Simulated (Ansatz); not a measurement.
The system is Ti.

```
Ti
1.0
     2.95000    0.00000    0.00000
    -1.47500    2.55477    0.00000
     0.00000    0.00000    4.68000
Ti
2
Direct
  0.66667 0.33333 0.75000
  0.33333 0.66667 0.25000
```

| Property | Result |
| --- | --- |
| Program | Ansatz 0.2.0 |
| Task | relaxation of cell and atoms |
| Functional | PBE |
| Dispersion | D3(BJ) |
| Potentials or basis | Ansatz PAW |
| Cutoff | 420 eV (not typed: the program's choice for these potentials) |
| k mesh | 10 × 10 × 6 |
| Occupations | fermi-dirac, width 0.05 eV |
| Spin | no spin polarisation |

At the start: volume 17.64 Å³/atom.

Question: How do energy, volume and symmetry change on relaxing?

Answer: It ends after 7 steps and the volume is 16.50 Å³/atom (-6.4 %); space group P6_3/mmc (No. 194, to 0.05 Å).

The path:
```
step  energy change (eV)  largest force (eV/Å)  volume (Å³)
   1              0.0000                0.0000        35.27
   2             -0.0523                0.0000        33.22
   3             -0.0529                0.0000        32.99
   4             -0.0529                0.0000        33.00
   5             -0.0526                0.0000        33.00
   6             -0.0526                0.0000        33.01
   7             -0.0526                0.0000        33.01
```

Final structure:
```
Ti
1.0
     2.89036    0.00000    0.00000
    -1.44518    2.50312    0.00000
     0.00000    0.00000    4.56259
Ti
2
Direct
  0.66667 0.33333 0.75000
  0.33333 0.66667 0.25000
```

Caveat: the plane-wave basis is chosen anew once the cell has moved, so the energies of steps on either side of that aren't comparable.
